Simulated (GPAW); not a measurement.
# CoO (F-43m) in GPAW: notebook

Aim: see how the results for CoO move with the level of theory and the settings. Levels: RPBE, r2SCAN. Tasks: electron localisation function, single point.

Program: GPAW 26.7.0. These are calculated values, not measurements. Logs are shortened: lines on timing, memory, paths and dates and some standing lists are left out, and cuts for length are marked. The log counts tension as positive stress, the text compression.

## 1. Starting point

It takes space group F-43m (No. 216, cubic). The conventional cell has a = 4.687 Å, b = 4.687 Å, c = 4.687 Å, α = 90.00°, β = 90.00°, γ = 90.00°. Co (site symmetry -43m) has 4 O at 2.03 Å as nearest neighbours. O (site symmetry -43m) is surrounded by 4 Co at 2.03 Å.

Measurements of this composition are mostly on another form, of space group No. 225.

## 2. Electron localisation function, RPBE, collinear spin, ferromagnetic start

Contents of run.py:

```python
from ase import Atoms
from ase.dft.bandgap import bandgap
from ase.io import write
from ase.units import Bohr, GPa
from gpaw import GPAW, PW
from gpaw.elf import elf_from_dft_calculation

atoms = Atoms(['Co', 'O'],
              cell=[[0.0, 2.34364184, 2.34364184],
                    [2.34364184, 0.0, 2.34364184],
                    [2.34364184, 2.34364184, 0.0]],
              scaled_positions=[[0.0, 0.0, 0.0],
                                [0.25, 0.25, 0.25]],
              pbc=True)
atoms.set_initial_magnetic_moments([2.0, 0.0])

calc = GPAW(mode=PW(680),
            xc='RPBE',
            kpts={'size': (5, 5, 5), 'gamma': True},
            occupations={'name': 'fermi-dirac', 'width': 0.01},
            nbands=17,
            convergence={'density': 1e-05, 'energy': 1e-05},
            maxiter=150,
            txt='gpaw.txt')
atoms.calc = calc
energy = atoms.get_potential_energy()
forces = atoms.get_forces()
stress = atoms.get_stress()
calc.write('gs.gpw')
write('result.traj', atoms)
print(f'Energy: {energy:.6f} eV')
print('Forces (eV/A):')
print(forces.round(4))
print('Stress (GPa):', (stress / GPa).round(3))
print('Moments:', calc.get_magnetic_moments().round(3))
print('Fermi level:', round(calc.get_fermi_level(), 4), 'eV')
print(f'Gap: {bandgap(calc)[0]:.4f} eV, direct: {bandgap(calc, direct=True)[0]:.4f} eV')

# fields on the real-space grid
write('density.cube', atoms, data=calc.get_pseudo_density() * Bohr**3)
write('potential.cube', atoms, data=calc.get_electrostatic_potential())
write('spin.cube', atoms, data=(calc.get_pseudo_density(spin=0) - calc.get_pseudo_density(spin=1)) * Bohr**3)
write('elf.cube', atoms, data=elf_from_dft_calculation(calc).data)
```

Potentials or basis: the program's PAW data sets (release 1.2.1) made for this functional, pw.

Started as:

```bash
OMP_NUM_THREADS=1 python run.py
```

gpaw.txt:

```text
__  _  _
 | _ |_)|_||  |
 |__||  | ||/\| - 26.7.0

Input parameters:
  mode=PW(ecut=680.0),
  convergence={'density': 1e-05, 'energy': 1e-05},
  kpts=MonkhorstPack(size=(5, 5, 5), gamma=True),
  maxiter=150,
  nbands=17,
  occupations=Occupations(name='fermi-dirac', width=0.01),
  xc=XC(name='RPBE')

Diagonalizing LCAO Hamiltonian
Converting LCAO to pw mode

           O

       Co

Atoms  # Å, Bohr magnetons
|   | symbol |        x |        y |        z |    initial magnetic moments |
|---|--------|----------|----------|----------|-----------------------------|
| 0 |     Co | 0.000000 | 0.000000 | 0.000000 | ( 0.0000,  0.0000,  2.0000) |
| 1 |      O | 1.171821 | 1.171821 | 1.171821 | ( 0.0000,  0.0000,  0.0000) |

Unit cell  # Å
| periodic |        x |        y |        z |  lengths |    angles |
|----------|----------|----------|----------|----------|-----------|
|      yes | 0.000000 | 2.343642 | 2.343642 | 3.314410 | 60.000000 |
|      yes | 2.343642 | 0.000000 | 2.343642 | 3.314410 | 60.000000 |
|      yes | 2.343642 | 2.343642 | 0.000000 | 3.314410 | 60.000000 |

Number of symmetries: 24
Symmetry operations  # r_c * U_cc + t_c -> r_c
|    | kind |            matrix            |
|----|------|------------------------------|
|  0 |  E   |  1, 0, 0,  0, 1, 0,  0, 0, 1 |
|  1 |  σ   |  1, 0, 0,  0, 0, 1,  0, 1, 0 |
|  2 |  σ   |  1, 0,-1,  0, 1,-1,  0, 0,-1 |
|  3 |  C3  |  1, 0,-1,  0, 0,-1,  0, 1,-1 |
|  4 |  C3  |  1,-1, 0,  0,-1, 1,  0,-1, 0 |
|  5 |  σ   |  1,-1, 0,  0,-1, 0,  0,-1, 1 |
|  6 |  σ   |  0, 1, 0,  1, 0, 0,  0, 0, 1 |
|  7 |  C3  |  0, 1, 0,  0, 0, 1,  1, 0, 0 |
|  8 |  C2  |  0, 1,-1,  1, 0,-1,  0, 0,-1 |
|  9 |  S4  |  0, 1,-1,  0, 0,-1,  1, 0,-1 |
| 10 |  C3  |  0, 0, 1,  1, 0, 0,  0, 1, 0 |
| 11 |  σ   |  0, 0, 1,  0, 1, 0,  1, 0, 0 |
| 12 |  S4  |  0, 0,-1,  1, 0,-1,  0, 1,-1 |
| 13 |  C3  |  0, 0,-1,  0, 1,-1,  1, 0,-1 |
| 14 |  S4  |  0,-1, 1,  1,-1, 0,  0,-1, 0 |
| 15 |  C2  |  0,-1, 1,  0,-1, 0,  1,-1, 0 |
| 16 |  C3  |  0,-1, 0,  1,-1, 0,  0,-1, 1 |
| 17 |  S4  |  0,-1, 0,  0,-1, 1,  1,-1, 0 |
| 18 |  S4  | -1, 1, 0, -1, 0, 1, -1, 0, 0 |
| 19 |  C3  | -1, 1, 0, -1, 0, 0, -1, 0, 1 |
| 20 |  C3  | -1, 0, 1, -1, 1, 0, -1, 0, 0 |
| 21 |  S4  | -1, 0, 1, -1, 0, 0, -1, 1, 0 |
| 22 |  σ   | -1, 0, 0, -1, 1, 0, -1, 0, 1 |
| 23 |  C2  | -1, 0, 0, -1, 0, 1, -1, 1, 0 |

BZ-sampling:
  Number of BZ points: 125
  Number of IBZ points: 10

  Monkhorst-Pack size: [5, 5, 5]
  Monkhorst-Pack shift: [0, 0, 0]

K-points  # in reciprocal-cell coordinates
|   |                                coordinates |     weight |
|---|--------------------------------------------|------------|
| 0 | (  0.00000000,   0.00000000,   0.00000000) | 0.00800000 |
| 1 | (  0.20000000,   0.20000000,   0.00000000) | 0.04800000 |
| 2 | (  0.20000000,   0.20000000,   0.20000000) | 0.06400000 |
| 3 | (  0.40000000,   0.20000000,  -0.20000000) | 0.19200000 |
| 4 | (  0.40000000,   0.20000000,   0.20000000) | 0.09600000 |
| 5 | (  0.40000000,   0.40000000,  -0.40000000) | 0.19200000 |
| 6 | (  0.40000000,   0.40000000,  -0.20000000) | 0.09600000 |
| 7 | (  0.40000000,   0.40000000,   0.00000000) | 0.04800000 |
| 8 | (  0.40000000,   0.40000000,   0.20000000) | 0.19200000 |
| 9 | (  0.40000000,   0.40000000,   0.40000000) | 0.06400000 |

Plane wave coefficients: 1047
Cutoff: 680.0 eV

Spin-components: 2 (collinear spins)
Bands:           17
Projectors:      11
Spin-degeneracy: 1
Datatype:        complex128

Parallelization:
  kpt:    1
  domain: 1
  band:   1

Density:
  Valence electrons: 15.0
  Components: 2
  Grid points: [20 20 20]
  Charge: 0.0  # |e|

Potential:
  Grid points: [20 20 20]

species:
  Co:
    name:    Cobalt
    Z:       27.0
    valence: 9
    core:    18
    charge:  0.0  # [|e|]
    compensation charges:
      type: gauss
      rc: 0.32  # [Å]
      lmax: 2
    cutoffs:
      filter: 1.87  # [Å]
      core: 2.55  # [Å]
    projectors
    | kind |    occ | energy [eV] | rcut [Å] |
    |------|--------|-------------|----------|
    |   4s |  2.000 |      -5.390 |    1.005 |
    |   4p |  0.000 |      -1.273 |    1.058 |
    |   3d |  7.000 |      -8.145 |    1.005 |
    |    s |        |      21.821 |    1.005 |
    |    p |        |      25.939 |    1.058 |
    |    d |        |      19.066 |    1.005 |

    Using partial waves for Co as LCAO basis

  O:
    name:    Oxygen
    Z:       8.0
    valence: 6
    core:    2
    charge:  0.0  # [|e|]
    compensation charges:
      type: gauss
      rc: 0.21  # [Å]
      lmax: 2
    cutoffs:
      filter: 1.17  # [Å]
      core: 0.83  # [Å]
    projectors
    | kind |    occ | energy [eV] | rcut [Å] |
    |------|--------|-------------|----------|
    |   2s |  2.000 |     -24.041 |    0.688 |
    |   2p |  4.000 |      -8.984 |    0.598 |
    |    s |        |       3.170 |    0.688 |
    |    p |        |      18.228 |    0.598 |
    |    d |        |       0.000 |    0.619 |

    Using partial waves for O as LCAO basis

Reference energy: -39951.075120  # eV

eigensolver:
  PPCG
  Converge bands: occupied
  niter=2

density mixing:
  MSR1-Mixer
  Pratt-step length: 0.05
  Maximum mixing coefficient: 0.75
  Old densities: 10
  SVD Regularization: 0.005
  Good broyden scale: 1.0
  Trust region scale: 1.0
  Backstep threshold: 4.0
  History deletion threshold: 6.0
  Fourier metric: weight=20.0, sigma=0.015

occupation numbers:
  Fermi-Dirac:
    width: 0.0100  # eV

poisson solver:
  ecut: 5440.0  # eV

xc functional:
  name: RPBE with 2 nearest neighbor stencil

convergence criteria:
- Maximum integral of absolute [dens]ity change: 1e-05 electrons / valence electron
- Maximum [total energy] change in last 3 cyles: 1e-05 eV / valence electron
- Maximum integral of absolute [eigenst]ate change: 4e-08 eV^2 / valence electron
maximum number of iterations: 150

SCF iterations
|iter     | |      energy | eigst |  dens |  magmom |
|---------|-|-------------|-------|-------|---------|
|iter:   1| |  -14.439676 | -0.27 |       |  +2.0017|
|iter:   2| |  -14.190080 | -2.02 | -0.74 |  +2.0516|
|iter:   3| |  -13.794524 | -1.69 | -0.79 |  +2.4239|
|iter:   4| |  -13.881046 | -2.44 | -1.19 |  +2.6977|
|iter:   5| |  -13.941072 | -2.61 | -1.44 |  +2.8761|
|iter:   6| |  -13.941228 | -2.86 | -1.60 |  +2.9983|
|iter:   7| |  -13.944969 | -4.16 | -2.26 |  +2.9975|
|iter:   8| |  -13.947617 | -4.05 | -2.54 |  +3.0029|
|iter:   9| |  -13.948108 | -4.63 | -2.75 |  +2.9963|
|iter:  10| |  -13.948124 | -6.24 | -3.30 |  +2.9988|
|iter:  11| |  -13.948132c| -6.08 | -3.60 |  +3.0000|
|iter:  12| |  -13.948132c| -7.70c| -4.54 |  +3.0001|
|iter:  13| |  -13.948132c| -8.38c| -5.00 |  +3.0000|
|iter:  14| |  -13.948132c| -9.00c| -5.66c|  +3.0000|

Converged in 14 steps
Energy contributions relative to reference atoms: (reference = -39951.075120)

Energy contributions:
  Kinetic:          23.350114
  Coulomb:         -21.446160
  Zero:              0.066718
  External:          0.000000
  Xc:              -15.918724
  Entropy:          -0.000159
  Spinorbit:         0.000000
  ----------------------------
  Free energy:     -13.948211
  Extrapolated:    -13.948132

dipole moment: (-13.406006, -13.406006, -13.406006)  # |e|*Ang

Total magnetic moment: (0.000000, 0.000000, 3.000001)

Local magnetic moments
|        x |        y |        z |
|----------|----------|----------|
| 0.000000 | 0.000000 | 2.498827 |  # Co   0
| 0.000000 | 0.000000 | 0.240918 |  # O    1

Fermi level: 5.488
Eigenvalues  # (at kpt = [0.000, 0.000, 0.000])
| band index |      eig [eV] | occ [0-1] |      eig [eV] | occ [0-1] |
|------------|---------------|-----------|---------------|-----------|
|          0 |       -13.730 |     1.000 |       -13.181 |     1.000 |
|          1 |        -0.018 |     1.000 |         1.353 |     1.000 |
|          2 |        -0.018 |     1.000 |         1.353 |     1.000 |
|          3 |        -0.018 |     1.000 |         1.353 |     1.000 |
|          4 |         3.366 |     1.000 |         5.091 |     1.000 |
|          5 |         3.366 |     1.000 |         5.091 |     1.000 |
[... 9 lines left out ...]
|         15 |        24.545 |     0.000 |        25.331 |     0.000 |
|         16 |        24.986 |     0.000 |        25.377 |     0.000 |

No gap
No difference between direct/indirect transitions

Forces  # eV/Ang
|       x |       y |        z |
|---------|---------|----------|
| 0.00000 | 0.00000 | -0.00000 |  # Co   0
| 0.00000 | 0.00000 | -0.00000 |  # O    1

Stress tensor  # eV/Ang^3
|         x |         y |         z |
|-----------|-----------|-----------|
|  0.047543 | -0.000000 | -0.000000 |
| -0.000000 |  0.047543 |  0.000000 |
| -0.000000 |  0.000000 |  0.047543 |

# Writing to gs.gpw (mode='')
```

Run time: 9.9 s. Hardware: 1 thread of Arm Neoverse V1, shared host; peak memory 0.14 GiB.

What came out:

* Free energy: -13.9482 eV
* Pressure: -7.6 GPa
* Band gap on the k mesh: none (metal or under the smearing width)
* Net moment: 3.00 μB per cell
* Site moments: Co +2.50; O +0.24 μB

Levels at points of the mesh, in eV from the Fermi level:
Spin up:
```tsv
k point	band 6	band 7	band 8	band 9	band 10	band 11	band 12	band 13
(0.00, 0.00, 0.00)	-2.12	-0.04	-0.01	-0.01	-0.01	13.30	13.30	13.30
```
Spin down:
```tsv
k point	band 4	band 5	band 6	band 7	band 8	band 9
(0.00, 0.00, 0.00)	-4.14	-0.40	-0.40	0.63	2.61	2.61
```

Caveat: the k mesh is coarse (spacing up to 0.46 Å⁻¹), so the values aren't converged; the cutoff is short for stress and forces, so pressures can be off by a GPa or more; a cell with one magnetic atom can't hold antiferromagnetic order, which such compounds often take; semilocal functionals often make such compounds metallic where correlation or magnetic order opens a gap, which also shifts bond lengths. With open d or f shells a metallic result of RPBE can be an artefact of self-interaction; +U or a hybrid may open a gap.

## 3. Single point, r2SCAN, collinear spin, ferromagnetic start

Contents of run.py:

```python
from ase.dft.bandgap import bandgap
from ase.io import read, write
from ase.units import GPa
from gpaw import GPAW, PW

atoms = read('POSCAR')
atoms.set_initial_magnetic_moments([2.0, 0.0])

calc = GPAW(mode=PW(800),
            xc='MGGA_X_R2SCAN+MGGA_C_R2SCAN',
            kpts={'size': (7, 7, 7), 'gamma': True},
            occupations={'name': 'methfessel-paxton', 'order': 0, 'width': 0.05},
            nbands=17,
            convergence={'density': 1e-05, 'energy': 1e-05},
            maxiter=150,
            txt='gpaw.txt')
atoms.calc = calc
energy = atoms.get_potential_energy()
forces = atoms.get_forces()
stress = atoms.get_stress()
calc.write('gs.gpw')
write('result.traj', atoms)
print(f'Energy: {energy:.6f} eV')
print('Forces (eV/A):')
print(forces.round(4))
print('Stress (GPa):', (stress / GPa).round(3))
print('Moments:', calc.get_magnetic_moments().round(3))
print('Fermi level:', round(calc.get_fermi_level(), 4), 'eV')
print(f'Gap: {bandgap(calc)[0]:.4f} eV, direct: {bandgap(calc, direct=True)[0]:.4f} eV')
```

Contents of POSCAR:

```
CoO
1.0
    0.0000000000      2.3436418400      2.3436418400
    2.3436418400      0.0000000000      2.3436418400
    2.3436418400      2.3436418400      0.0000000000
Co O
1 1
Direct
    0.0000000000      0.0000000000      0.0000000000
    0.2500000000      0.2500000000      0.2500000000
```

Potentials or basis: GPAW PAW data sets (gpaw-data 1.2.1), pw.

Started as:

```bash
OMP_NUM_THREADS=1 python run.py
```

Run time: 2 min. Hardware: 1 thread of Intel Xeon Platinum 8259CL at 2.50GHz (Skylake/Cascade Lake), shared host; peak memory 0.26 GiB.

The run converged. Its results:

| Property | Result |
| --- | --- |
| Free energy | -21.9346 eV |
| Pressure | -10.5 GPa |
| Band gap on the k mesh | 0.35 eV, direct |
| Net moment | 3.00 μB per cell |
| Site moments | Co +2.57; O +0.19 μB |

Levels at points of the mesh, in eV from the valence-band top:
Spin up:
```tsv
k point	band 6	band 7	band 8	band 9	band 10	band 11	band 12	band 13
(0.00, 0.00, 0.00)	-2.08	0.00	0.00	0.00	0.35	14.09	14.09	14.09
```
Spin down:
| k point | band 2 | band 3 | band 4 | band 5 | band 6 | band 7 | band 8 | band 9 | band 10 | band 11 |
| --- | --- | --- | --- | --- | --- | --- | --- | --- | --- | --- |
| (0.00, 0.00, 0.00) | -3.76 | -3.76 | -3.76 | -0.57 | -0.57 | 1.14 | 3.90 | 3.90 | 3.90 | 14.70 |

Caveat: the PAW data sets were made with another functional, which shifts forces and pressure a little; a cell with one magnetic atom can't hold antiferromagnetic order, which such compounds often take. r2SCAN opens gaps a little over a GGA but as a rule still falls short of measured ones.
